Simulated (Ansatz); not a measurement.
# Ni: searching below the plain SCF, part 2 of 2

Plain starts of Ni have been run. Do the further runs listed below go lower? We look at Ni: the measured crystal structure (space group Fm-3m, primitive cell doubled), with 2 atoms per cell. Source: COD entry 2102299.

Ansatz 0.2.0; DFT PBE, PAW, plane waves, scalar-relativistic. Earlier steps stand in the parts before.

## Step 4: The moments typed in its input, symmetry off, plain SCF

File input.yaml:

```yaml
crystal:
  lattice:
    - [-1.77045, -3.5409, -1.77045]
    - [-1.77045, 0.0, -1.77045]
    - [1.77045, 0.0, -1.77045]
  atoms:
    - { symbol: Ni, position: [0.0, 0.0, 0.0], spin: 2.0 }
    - { symbol: Ni, position: [0.5, 0.0, 0.5], spin: 2.0 }
  symmetry: { detect: false, time_reversal: true }
magnetization:
  spin_polarized: true
hamiltonian:
  xc: pbe
  pseudopotentials: { kind: paw }
basis:
  ecutwfc: 420
kpoints:
  mp_grid: { grid: [8, 13, 11] }
scf:
  occupations: { method: gaussian, width: 0.1 }
  lower_state_search: "off"
output:
  forces: true
  stress: true
```

Run with:

```sh
> ansatz run input.yaml --threads 2 --pin off --max-ram 5120MiB --backend cpu --events-out ev --progress --plain --runs-dir out
```

What it wrote:

```text
[... 11 lines as in an earlier run ...]
Symmetry: 1 space group operations
k-points: 573 of 1144 (time reversal used)
[... 4 lines as in an earlier run ...]
Starting moments: Σ|m| = 4 μB on 2 of 2 sites
[... 2 lines as in an earlier run ...]
iter 1 solved again at ethr=7.90e-5 eV; its pass at ethr=3.10e-3 eV (dr2=2.84e-2 eV) is discarded
SCF iter   1: F=—  HF=-11678.900068 eV  |F-HF|=—  |Δ(HF+E_count)|=         —  Δρ=1.27e-1 (↑1.13e-1 ↓1.27e-1)  dr2=2.84e-2  dr2_m=2.93e0  M=1.871 μB ∫|m|=2.092 μB  β_m=0.30  ethr=7.90e-5  ⟨swp⟩=1.0  Hψ=135152  notcnv=0
Mixer restart at iter 1: flushing history
preconditioner: auto → none  [metal: Δε(μ)=0.002 eV  Ē_g=11.486 eV  σ=0.100 eV  W_gap=0.01  n_scr=6 (ndim 8)  ℏωp=35.2 eV  f_vac=0.000  D(μ)=3.17/eV (n_scr^D=48)  sad-step TF]
spin-set hold released at iteration 1 (the charge has settled, or the pull on large starting moments outlasts its swing): the magnetisation degrees of freedom join the quasi-Newton model from the next iteration; the mixer history was flushed
SCF iter   2: F=—  HF=-11679.124374 eV  |F-HF|=—  |Δ(HF+E_count)|=   2.24e-1  Δρ=9.89e-2 (↑8.51e-2 ↓9.89e-2)  dr2=2.61e-2  dr2_m=1.71e0  M=1.774 μB ∫|m|=2.004 μB  β_m=0.65  ethr=7.88e-5  ⟨swp⟩=2.3  Hψ=39089  notcnv=0
SCF iter   3: F=—  HF=-11679.451676 eV  |F-HF|=—  |Δ(HF+E_count)|=   3.27e-1  Δρ=2.29e-2 (↑2.29e-2 ↓1.94e-3)  dr2=5.71e-2  dr2_m=2.82e-2  M=1.324 μB ∫|m|=1.576 μB  β_m=0.54  ethr=7.25e-5  ⟨swp⟩=2.3  Hψ=53690  notcnv=0
SCF iter   4: F=—  HF=-11679.444753 eV  |F-HF|=—  |Δ(HF+E_count)|=   6.92e-3  Δρ=1.35e-2 (↑4.16e-3 ↓1.35e-2)  dr2=1.27e-2  dr2_m=1.57e-2  M=1.278 μB ∫|m|=1.522 μB  β_m=0.54  ethr=7.25e-5  ⟨swp⟩=2.1  Hψ=51959  notcnv=0  defer=568
SCF iter   5: F=—  HF=-11679.444391 eV  |F-HF|=—  |Δ(HF+E_count)|=   3.63e-4  Δρ=3.07e-3 (↑3.02e-3 ↓3.07e-3)  dr2=2.02e-3  dr2_m=8.87e-4  M=1.259 μB ∫|m|=1.480 μB  β_m=0.77  ethr=3.54e-5  ⟨swp⟩=1.6  Hψ=39490  notcnv=0  defer=609
[... 3 lines left out ...]
SCF iter   9: F=—  HF=-11679.446274 eV  |F-HF|=—  |Δ(HF+E_count)|=   6.12e-6  Δρ=1.21e-4 (↑1.11e-4 ↓1.21e-4)  dr2=2.62e-6  dr2_m=1.87e-6  M=1.263 μB ∫|m|=1.453 μB  β_m=0.78  ethr=2.08e-7  ⟨swp⟩=1.5  Hψ=31332  notcnv=0  defer=587
SCF iter  10: F=—  HF=-11679.446275 eV  |F-HF|=—  |Δ(HF+E_count)|=   1.24e-6  Δρ=4.10e-5 (↑1.90e-5 ↓4.10e-5)  dr2=3.84e-7  dr2_m=8.82e-8  M=1.263 μB ∫|m|=1.452 μB  β_m=0.86  ethr=7.27e-9  ⟨swp⟩=2.2  Hψ=36753  notcnv=0  defer=587
SCF iter  11: F=-11679.446276 eV  HF=-11679.446276 eV  |F-HF|=8.67e-9  |Δ(HF+E_count)|=   1.43e-8  Δρ=7.47e-6 (↑3.78e-6 ↓7.47e-6)  dr2=9.51e-9  dr2_m=2.00e-9  M=1.263 μB ∫|m|=1.452 μB  ethr=2.78e-10  ⟨swp⟩=3.0  Hψ=96214  notcnv=0
SCF 1 converged in 11 iterations: F = -11679.446276 eV  dr2 = 9.51e-9
SCF converged after 11 iterations
Magnetization: 1.2626 μB (18.6313 up, 17.3687 down)
Absolute magnetization: 1.4536 μB (∫|ρ↑−ρ↓|, with the PAW one-centre terms)
Spin contamination: 0.0144 ħ² per cell (⟨S²⟩ above its minimum at these occupations)
Per-site moments (μB) at R_I (Å): [(0.6713639743913488, 1.0328151906201717), (0.6713826675222787, 1.0328151906201717)]
Free energy (F): -11679.446276 eV
Harris-Foulkes:  -11679.446276 eV  (|F-HF|=8.67e-9)
Internal energy: -11679.429243 eV  (E = F + TS)
E sigma→0 (E₀):  -11679.437759 eV
Entropy (-TS):   -0.017032 eV (-8.516 meV/atom)
Fermi energy:    17.738433 eV
[... 24 lines left out: energy terms, forces, stress ...]
```

Wall time 50 s (2 threads of Arm Neoverse V1, shared host); peak memory 0.77 GiB.

The run ends in the same state as step 1 (ferromagnetic); it took 11 iterations.

## Step 5: The moments typed in its input, standard search for lower states

Changes to input.yaml since step 4:

```diff
@@ -8,3 +8,2 @@
     - { symbol: Ni, position: [0.5, 0.0, 0.5], spin: 2.0 }
-  symmetry: { detect: false, time_reversal: true }
 magnetization:
@@ -20,3 +19,3 @@
   occupations: { method: gaussian, width: 0.1 }
-  lower_state_search: "off"
+  lower_state_search: standard
 output:
@@ -24 +23,5 @@
   stress: true
+  write_density: true
+  write_potential: true
+  elf: true
+  volumetric_format: npy
```

Run with:

```sh
> ansatz run input.yaml --threads 2 --pin off --max-ram 5120MiB --backend cpu --events-out ev --progress --plain --runs-dir out
```

What it wrote:

```text
[... 1 line as in an earlier run ...]
the run goes by scf.lower_state_search standard: where its kind and settings allow, a search for a lower-energy state can add stability tests and further SCF calculations, which can take several times, in some runs tens of times, as long as the SCF (see the manual's entry of the key); [...]
[... 17 lines as in an earlier run ...]
Starting moments: Σ|m| = 4 μB on 2 of 2 sites
[... 3 lines as in an earlier run ...]
SCF iter   1: F=—  HF=-11678.262782 eV  |F-HF|=—  |Δ(HF+E_count)|=         —  Δρ=1.60e-1 (↑1.60e-1 ↓8.45e-2)  dr2=1.06e0  dr2_m=2.94e0  M=1.928 μB ∫|m|=2.076 μB  β_m=0.30  ethr=2.95e-3  ⟨swp⟩=1.0  Hψ=75010  notcnv=0
Mixer restart at iter 1: flushing history
preconditioner: auto → none  [metal: Δε(μ)=0.000 eV  Ē_g=10.694 eV  σ=0.100 eV  W_gap=0.00  n_scr=6 (ndim 8)  ℏωp=35.2 eV  f_vac=0.000  D(μ)=2.94/eV (n_scr^D=36)  sad-step TF]
SCF iter   2: F=—  HF=-11677.987151 eV  |F-HF|=—  |Δ(HF+E_count)|=   2.76e-1  Δρ=1.04e-1 (↑8.95e-2 ↓1.04e-1)  dr2=3.03e-2  dr2_m=1.88e0  M=1.768 μB ∫|m|=1.924 μB  β_m=0.60  ethr=2.95e-3  ⟨swp⟩=2.2  Hψ=23276  notcnv=0
SCF iter   3: F=—  HF=-11679.375089 eV  |F-HF|=—  |Δ(HF+E_count)|=    1.39e0  Δρ=7.83e-2 (↑7.83e-2 ↓2.07e-2)  dr2=5.11e-1  dr2_m=4.48e-1  M=1.525 μB ∫|m|=1.720 μB  β_m=0.68  ethr=8.41e-5  ⟨swp⟩=3.2  Hψ=39530  notcnv=0  defer=611
SCF iter   4: F=—  HF=-11679.459284 eV  |F-HF|=—  |Δ(HF+E_count)|=   8.42e-2  Δρ=1.29e-2 (↑7.55e-3 ↓1.29e-2)  dr2=5.39e-2  dr2_m=1.71e-3  M=1.258 μB ∫|m|=1.466 μB  β_m=0.84  ethr=8.41e-5  ⟨swp⟩=2.0  Hψ=32419  notcnv=0  defer=678
[... 2 lines left out ...]
SCF iter   7: F=—  HF=-11679.446274 eV  |F-HF|=—  |Δ(HF+E_count)|=   9.89e-6  Δρ=6.89e-5 (↑6.89e-5 ↓5.66e-5)  dr2=2.05e-6  dr2_m=8.44e-8  M=1.263 μB ∫|m|=1.452 μB  β_m=0.92  ethr=3.92e-8  ⟨swp⟩=2.0  Hψ=23277  notcnv=0  defer=671
SCF iter   8: F=—  HF=-11679.446275 eV  |F-HF|=—  |Δ(HF+E_count)|=   1.02e-6  Δρ=6.69e-6 (↑6.69e-6 ↓5.16e-6)  dr2=5.59e-9  dr2_m=3.85e-9  M=1.263 μB ∫|m|=1.452 μB  β_m=0.91  ethr=5.68e-9  ⟨swp⟩=2.2  Hψ=22835  notcnv=0  defer=671
SCF iter   9: F=-11679.446276 eV  HF=-11679.446276 eV  |F-HF|=1.17e-9  |Δ(HF+E_count)|=   1.14e-8  Δρ=2.55e-6 (↑1.23e-6 ↓2.55e-6)  dr2=1.68e-9  dr2_m=1.71e-10  M=1.263 μB ∫|m|=1.452 μB  ethr=1.55e-11  ⟨swp⟩=8.9  Hψ=91664  notcnv=0
SCF 1 converged in 9 iterations: F = -11679.446276 eV  dr2 = 1.68e-9
SCF converged after 9 iterations
Magnetization: 1.2626 μB (18.6313 up, 17.3687 down)
Absolute magnetization: 1.4536 μB (∫|ρ↑−ρ↓|, with the PAW one-centre terms)
Spin contamination: 0.0144 ħ² per cell (⟨S²⟩ above its minimum at these occupations)
Per-site moments (μB) at R_I (Å): [(0.6713690776373654, 1.0328151906201717), (0.6713690776373653, 1.0328151906201717)]
Free energy (F): -11679.446276 eV
Harris-Foulkes:  -11679.446276 eV  (|F-HF|=1.17e-9)
Internal energy: -11679.429243 eV  (E = F + TS)
E sigma→0 (E₀):  -11679.437759 eV
Entropy (-TS):   -0.017033 eV (-8.516 meV/atom)
Fermi energy:    17.738437 eV
[... 29 lines left out: energy terms, forces, stress, bands ...]
```

Wall time 20 s (2 threads of Arm Neoverse V1, shared host); peak memory 0.54 GiB.

This is the state of step 1 again (ferromagnetic), after 9 iterations.

## Step 6: Comparing the starts

| step | iterations | state | moments of Ni1 Ni2 (μB) | total (μB) | gap (eV) | pressure (GPa) | above lowest (meV/atom) |
| --- | --- | --- | --- | --- | --- | --- | --- |
| 1 | 11 | 1 | 0.67 0.67 | 1.26 | none | -3.7 | 0.0 |
| 2 | 9 | 1 | 0.67 0.67 | 1.26 | none | -3.7 | 0.0 |
| 3 | 27 | 1 | 0.67 0.67 | 1.26 | none | -3.7 | 0.0 |
| 4 | 11 | 1 | 0.67 0.67 | 1.26 | none | -3.7 | 0.0 |
| 5 | 9 | 1 | 0.67 0.67 | 1.26 | none | -3.7 | 0.0 |

States are numbered from the lowest. Starts by step: 2 parallel moments, default search for lower states; 3 opposed moments +-, default search for lower states; 4 the moments typed in its input, symmetry off, plain SCF; 5 the moments typed in its input, standard search for lower states. Step 1 is the best of the earlier plain starts.

The 4 runs of this session took 4.5 min in all, from 20 s to 3 min each.

Decimal logarithm of the largest residual (eV) by iteration, counted through all cycles of a run:

| iteration | step 2 | step 3 | step 4 | step 5 |
| --- | --- | --- | --- | --- |
| 1 | 0.5 | 0.9 | 0.5 | 0.5 |
| 2 | 0.3 | 0.7 | 0.2 | 0.3 |
| 3 | -0.3 | 1.1 | -1.2 | -0.3 |
| 4 | -1.3 | -1.2 | -1.8 | -1.3 |
| 5 | -4.6 | -1.5 | -2.7 | -4.6 |
| 6 | -4.2 | -3.9 | -3.1 | -4.2 |
| 8 | -8.3 | -6.6 | -4.1 | -8.3 |
| 10 | - | -8.0 | -6.4 | - |
| 13 | - | -1.9 | - | - |
| 15 | - | -5.4 | - | - |
| 18 | - | -9.9 | - | - |
| 20 | - | -2.5 | - | - |
| 22 | - | -2.9 | - | - |
| 25 | - | -9.3 | - | - |
| 27 | - | -7.6 | - | - |

## Step 7: Results

What follows sums up all 2 parts.

| quantity | value |
| --- | --- |
| distinct states | 1 from 5 converged runs, the best start of step 1 counted |
| lowest state | ferromagnetic |
| its moments | Ni1 0.67, Ni2 0.67 μB |
| total moment | 1.26 μB per cell |
| gap on the k-mesh | none |
| pressure | -3.7 GPa |
| largest force | 0.000 eV/Å |

In words: Nothing lower turns up: the best plain start stands. 5 runs converged, all to one state. These are lowest states among those tried, not proven ground states. The mesh has less symmetry than the lattice, which lowers the symmetry of the run.
